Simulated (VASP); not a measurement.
# TiO2 (I4_1/amd) in VASP: settings compared, part 2 of 3

VASP 6.6.1. The steps go on from the part before.

## 3. Band structure, RPBE

This run uses another cell than the first one, of 11.96 Å³/atom, 1.052 times its volume.

Input file INCAR:

```
SYSTEM = TiO2
  PREC = Accurate
  ENCUT = 520
  EDIFF = 1E-6
  ISMEAR = 0
  SIGMA = 0.03
  LREAL = .False.
  LASPH = .True.
  NELM = 80
  ALGO = Fast
  ISIF = 2
  LWAVE = .False.
  LCHARG = .False.
  LMAXMIX = 4
  GGA = RP
  NBANDS = 33
  ICORELEVEL = 1
  KPAR = 2
```

Input file KPOINTS:

```
regular mesh
0
Gamma
  10 10 10
  0 0 0
```

Input file POSCAR:

```
TiO2                                    
1.0
   -1.9122036525      1.9122036525      4.9079047968
    1.9122036525     -1.9122036525      4.9079047968
    1.9122036525      1.9122036525     -4.9079047968
  Ti              O             
     2     4
Direct
     0.0000000000000000    0.0000000000000000    0.0000000000000000
     0.7500000000000000    0.2500000000000000    0.5000000000000000
     0.2056740995638142    0.2056740995638142    0.0000000000000000
     0.9556740995638142    0.4556740995638142    0.5000000000000000
     0.5443259004361858    0.0443259004361858    0.5000000000000000
     0.7943259004361858    0.7943259004361858    0.0000000000000000
```

KPOINTS_OPT is that of step 2.

Potentials or basis: VASP PAW PBE potentials, release 64 (Ti_sv, O).

The run is started by

```
$ cat potpaw_PBE.64/Ti_sv/POTCAR potpaw_PBE.64/O/POTCAR > POTCAR
$ mpirun -np 2 vasp_std > vasp.out
```

OUTCAR:

```text
SYSTEM = TiO2
   PREC = Accurate
   ENCUT = 520
   EDIFF = 1E-6
   ISMEAR = 0
   LREAL = .False.
   LASPH = .True.
   NELM = 80
   ISIF = 2
   GGA = RP

 ion  position               nearest neighbor table
   1  0.000  0.000  0.000-   4 1.96   5 1.96   5 1.96   4 1.96   3 2.02   6 2.02
   2  0.750  0.250  0.500-   3 1.96   6 1.96   6 1.96   3 1.96   4 2.02   5 2.02
   3  0.206  0.206  0.000-   2 1.96   2 1.96   1 2.02
   4  0.956  0.456  0.500-   1 1.96   1 1.96   2 2.02
   5  0.544  0.044  0.500-   1 1.96   1 1.96   2 2.02
   6  0.794  0.794  0.000-   2 1.96   2 1.96   1 2.02

  LATTYP: Found a body centered tetragonal cell.
 ALAT       =     3.8244073050
 C/A-ratio  =     2.5666224360

  Lattice vectors:

 A1 = (  -1.9122036525,   1.9122036525,   4.9079047968)
 A2 = (   1.9122036525,  -1.9122036525,   4.9079047968)
 A3 = (   1.9122036525,   1.9122036525,  -4.9079047968)

Analysis of symmetry for initial positions (statically):
=====================================================================
 Subroutine PRICEL returns:
[... 195 lines left out ...]
 cond. band min:       5.1927209523   @ k =   0.0000   0.0000   0.0000
 fundamental gap:      2.1232072161
 Fermi energy:         3.3631770134

 k-point     1 :       0.0000    0.0000    0.0000
  band No.  band energies     occupation
      1     -53.6170      2.00000
      2     -53.5732      2.00000
      3     -29.9363      2.00000
      4     -29.7401      2.00000
      5     -29.7401      2.00000
      6     -29.6860      2.00000
[... 275 lines left out ...]
     30       7.0189      0.00000
     31       8.0827      0.00000

------------------------ aborting loop because EDIFF is reached ----------------------------------------

  FORCE on cell =-STRESS in cart. coord.  units (eV):
  Direction    XX          YY          ZZ          XY          YZ          ZX
  --------------------------------------------------------------------------------------
  -------------------------------------------------------------------------------------
  Total        0.1149755      0.1149755      0.0954879      0.0000000     -0.0000000      0.0000000
  in kB        2.5662048      2.5662048      2.1312500      0.0000000     -0.0000000      0.0000000
  external PRESSURE =       2.4212199 kB  Pullay stress =       0.0000000 kB

 VOLUME and BASIS-vectors are now :
 -----------------------------------------------------------------------------
  energy-cutoff  :      520.00
  volume of cell :       71.78
      direct lattice vectors                 reciprocal lattice vectors
    -1.912203652  1.912203652  4.907904797     0.000000000  0.261478425  0.101876467
     1.912203652 -1.912203652  4.907904797     0.261478425  0.000000000  0.101876467
     1.912203652  1.912203652 -4.907904797     0.261478425  0.261478425  0.000000000

 POSITION                                       TOTAL-FORCE (eV/Angst)
 -----------------------------------------------------------------------------------
      0.00000      0.00000      0.00000         0.000000      0.000000      0.000000
     -0.00000      1.91220      2.45395         0.000000      0.000000      0.000000
      0.00000      0.00000      2.01886        -0.000000      0.000000      0.003331
      0.00000      1.91220      4.47281         0.000000     -0.000000      0.003331
     -0.00000      1.91220      0.43509         0.000000     -0.000000     -0.003331
      0.00000      0.00000      7.79695        -0.000000      0.000000     -0.003331
 -----------------------------------------------------------------------------------
    total drift:                                0.000000      0.000000      0.000000

  FREE ENERGIE OF THE ION-ELECTRON SYSTEM (eV)
  ---------------------------------------------------
  free  energy   TOTEN  =       -51.4875864292 eV

  energy  without entropy=      -51.4875864292  energy(sigma->0) =      -51.48758643
```

Run time: 6.9 min. Hardware: 2 MPI ranks of AMD EPYC 9R45 (Zen 5), shared host; peak memory 0.46 GiB.

Results:

```
Free energy             : -51.4876 eV
Pressure                : 0.2 GPa
Largest force           : 0.003 eV/Å
Band gap on the k mesh  : 2.12 eV, indirect (least direct gap 2.39 eV)
Band gap along the path : 2.12 eV, indirect (least direct gap 2.39 eV)
```

Forces on the atoms (eV/Å):
```
Ti   0.000  0.000  0.000
Ti   0.000  0.000  0.000
O    0.000  0.000  0.003
O    0.000  0.000  0.003
O    0.000  0.000 -0.003
O    0.000  0.000 -0.003
```

Levels at the corners of the path, in eV from the valence-band top:
```csv
point,band 22,band 23,band 24,band 25,band 26,band 27
Γ,-0.78,-0.38,-0.38,2.12,2.73,3.91
X,-1.89,-0.06,-0.06,3.12,3.12,3.57
X,-1.89,-0.06,-0.06,3.12,3.12,3.57
Y,-1.72,-0.09,-0.09,3.10,3.10,3.52
Y,-1.72,-0.09,-0.09,3.10,3.10,3.52
S,-0.86,-0.82,-0.77,3.14,3.35,3.36
S,-0.86,-0.82,-0.77,3.14,3.35,3.36
Γ,-0.78,-0.38,-0.38,2.12,2.73,3.91
Γ,-0.78,-0.38,-0.38,2.12,2.73,3.91
Z,-1.21,-0.09,-0.09,2.41,2.41,3.62
Z,-1.21,-0.09,-0.09,2.41,2.41,3.62
S1,-0.86,-0.82,-0.77,3.14,3.35,3.36
S1,-0.86,-0.82,-0.77,3.14,3.35,3.36
N,-0.85,-0.81,-0.63,3.14,3.37,3.42
N,-0.85,-0.81,-0.63,3.14,3.37,3.42
P,-1.49,-0.24,-0.24,3.34,3.34,3.38
P,-1.49,-0.24,-0.24,3.34,3.34,3.38
Y1,-1.72,-0.09,-0.09,3.10,3.10,3.52
Y1,-1.72,-0.09,-0.09,3.10,3.10,3.52
Z,-1.21,-0.09,-0.09,2.41,2.41,3.62
X,-1.89,-0.06,-0.06,3.12,3.12,3.57
P,-1.49,-0.24,-0.24,3.34,3.34,3.38
```

Core levels (eV, on the scale of the bands):
```tsv
atom	levels
1 Ti	1s -4859.5, 2s -528.6, 2p -435.9
2 Ti	1s -4859.5, 2s -528.6, 2p -435.9
3 O	1s -501.0
4 O	1s -501.0
5 O	1s -501.0
6 O	1s -501.0
```

Caveat: the PAW data sets were made with another functional, which shifts forces and pressure a little. Expect the measured gap to be larger: semilocal functionals such as RPBE lack the derivative discontinuity.

## 4. Band structure, PBE

This run uses another cell than the first one, of 11.69 Å³/atom, 1.028 times its volume.

Input file INCAR:

```
SYSTEM = TiO2
  PREC = Accurate
  ENCUT = 520
  EDIFF = 1E-7
  ISMEAR = 0
  SIGMA = 0.03
  LREAL = .FALSE.
  LASPH = .TRUE.
  NELM = 80
  ALGO = Normal
  ISIF = 2
  LWAVE = .FALSE.
  LCHARG = .FALSE.
  LMAXMIX = 4
  GGA = PE
  NBANDS = 33
  ICORELEVEL = 1
  KPAR = 2
```

Input file KPOINTS:

```
Automatic mesh
0
G
  10 10 10
  0 0 0
```

Input file POSCAR:

```
TiO2                                    
1.0
   -1.9008450040      1.9008450040      4.8520619821
    1.9008450040     -1.9008450040      4.8520619821
    1.9008450040      1.9008450040     -4.8520619821
  Ti              O             
     2     4
Direct
     0.0000000000000000    0.0000000000000000    0.0000000000000000
     0.7500000000000000    0.2500000000000000    0.5000000000000000
     0.2065470640003265    0.2065470640003265    0.0000000000000000
     0.9565470640003265    0.4565470640003265    0.5000000000000000
     0.5434529359996735    0.0434529359996735    0.5000000000000000
     0.7934529359996735    0.7934529359996735    0.0000000000000000
```

Input file KPOINTS_OPT:

```
explicit points
173
Reciprocal
 0.0000000000  0.0000000000  0.0000000000 1
-0.0357142857  0.0357142857  0.0000000000 1
-0.0714285714  0.0714285714  0.0000000000 1
-0.1071428571  0.1071428571  0.0000000000 1
-0.1428571429  0.1428571429  0.0000000000 1
-0.1785714286  0.1785714286  0.0000000000 1
[... 165 lines left out ...]
-0.0790928267  0.0790928267  0.5000000000 1
 0.5000000000  0.5000000000 -0.0790928267 1
```

Potentials or basis: VASP PAW PBE potentials, release 64 (Ti_sv, O).

The run is started by

```
$ cat potpaw_PBE.64/Ti_sv/POTCAR potpaw_PBE.64/O/POTCAR > POTCAR
$ mpirun -np 2 vasp_std > vasp.out
```

OUTCAR:

```text
SYSTEM = TiO2
   PREC = Accurate
   ENCUT = 520
   EDIFF = 1E-7
   ISMEAR = 0
   LREAL = .FALSE.
   LASPH = .TRUE.
   NELM = 80
   ISIF = 2
   GGA = PE

 ion  position               nearest neighbor table
   1  0.000  0.000  0.000-   5 1.95   4 1.95   5 1.95   4 1.95   3 2.00   6 2.00
   2  0.750  0.250  0.500-   6 1.95   3 1.95   6 1.95   3 1.95   4 2.00   5 2.00
   3  0.207  0.207  0.000-   2 1.95   2 1.95   1 2.00
   4  0.957  0.457  0.500-   1 1.95   1 1.95   2 2.00
   5  0.543  0.043  0.500-   1 1.95   1 1.95   2 2.00
   6  0.793  0.793  0.000-   2 1.95   2 1.95   1 2.00

[... 502 lines left out ...]
  -------------------------------------------------------------------------------------
  Total        0.1097654      0.1097654      0.1015177      0.0000000      0.0000000      0.0000000
  in kB        2.5078194      2.5078194      2.3193832      0.0000000      0.0000000      0.0000000
  external PRESSURE =       2.4450074 kB  Pullay stress =       0.0000000 kB

 VOLUME and BASIS-vectors are now :
 -----------------------------------------------------------------------------
  energy-cutoff  :      520.00
  volume of cell :       70.13
      direct lattice vectors                 reciprocal lattice vectors
    -1.900845004  1.900845004  4.852061982     0.000000000  0.263040910  0.103048972
     1.900845004 -1.900845004  4.852061982     0.263040910  0.000000000  0.103048972
     1.900845004  1.900845004 -4.852061982     0.263040910  0.263040910  0.000000000

 POSITION                                       TOTAL-FORCE (eV/Angst)
 -----------------------------------------------------------------------------------
      0.00000      0.00000      0.00000        -0.000000     -0.000000     -0.000000
     -0.00000      1.90085      2.42603        -0.000000     -0.000000     -0.000000
      0.00000      0.00000      2.00436         0.000000     -0.000000     -0.000149
      0.00000      1.90085      4.43039        -0.000000      0.000000     -0.000149
      0.00000      1.90085      0.42167        -0.000000      0.000000      0.000149
      0.00000      0.00000      7.69977         0.000000     -0.000000      0.000149
 -----------------------------------------------------------------------------------
    total drift:                                0.000000      0.000000      0.000000

  FREE ENERGIE OF THE ION-ELECTRON SYSTEM (eV)
  ---------------------------------------------------
  free  energy   TOTEN  =       -53.8653619458 eV

  energy  without entropy=      -53.8653619458  energy(sigma->0) =      -53.86536195
```

Run time: 9.6 min. Hardware: 2 MPI ranks of AMD EPYC 7R13 (Zen 3), shared host; peak memory 0.45 GiB.

Results:

```
Free energy             : -53.8654 eV
Pressure                : 0.2 GPa
Band gap on the k mesh  : 2.11 eV, indirect (least direct gap 2.40 eV)
Band gap along the path : 2.09 eV, indirect (least direct gap 2.40 eV)
```

Levels at the corners of the path, in eV from the valence-band top:
| point | band 22 | band 23 | band 24 | band 25 | band 26 | band 27 |
| --- | --- | --- | --- | --- | --- | --- |
| Γ | -0.79 | -0.42 | -0.42 | 2.09 | 2.76 | 3.94 |
| X | -1.98 | -0.05 | -0.05 | 3.19 | 3.19 | 3.66 |
| X | -1.98 | -0.05 | -0.05 | 3.19 | 3.19 | 3.66 |
| Y | -1.82 | -0.09 | -0.09 | 3.17 | 3.17 | 3.61 |
| Y | -1.82 | -0.09 | -0.09 | 3.17 | 3.17 | 3.61 |
| S | -0.90 | -0.83 | -0.83 | 3.16 | 3.39 | 3.45 |
| S | -0.90 | -0.83 | -0.83 | 3.16 | 3.39 | 3.45 |
| Γ | -0.79 | -0.42 | -0.42 | 2.09 | 2.76 | 3.94 |
| Γ | -0.79 | -0.42 | -0.42 | 2.09 | 2.76 | 3.94 |
| Z | -1.24 | -0.11 | -0.11 | 2.42 | 2.42 | 3.67 |
| Z | -1.24 | -0.11 | -0.11 | 2.42 | 2.42 | 3.67 |
| S1 | -0.90 | -0.83 | -0.83 | 3.16 | 3.39 | 3.45 |
| S1 | -0.90 | -0.83 | -0.83 | 3.16 | 3.39 | 3.45 |
| N | -0.88 | -0.86 | -0.65 | 3.16 | 3.44 | 3.49 |
| N | -0.88 | -0.86 | -0.65 | 3.16 | 3.44 | 3.49 |
| P | -1.56 | -0.24 | -0.24 | 3.42 | 3.42 | 3.46 |
| P | -1.56 | -0.24 | -0.24 | 3.42 | 3.42 | 3.46 |
| Y1 | -1.82 | -0.09 | -0.09 | 3.17 | 3.17 | 3.61 |
| Y1 | -1.82 | -0.09 | -0.09 | 3.17 | 3.17 | 3.61 |
| Z | -1.24 | -0.11 | -0.11 | 2.42 | 2.42 | 3.67 |
| X | -1.98 | -0.05 | -0.05 | 3.19 | 3.19 | 3.66 |
| P | -1.56 | -0.24 | -0.24 | 3.42 | 3.42 | 3.46 |

Core levels (eV, on the scale of the bands):
```
atom                            levels
1 Ti  1s -4859.3, 2s -528.4, 2p -435.7
2 Ti  1s -4859.3, 2s -528.4, 2p -435.7
 3 O                         1s -500.8
 4 O                         1s -500.8
 5 O                         1s -500.8
 6 O                         1s -500.8
```

[end of part 2 of 3]
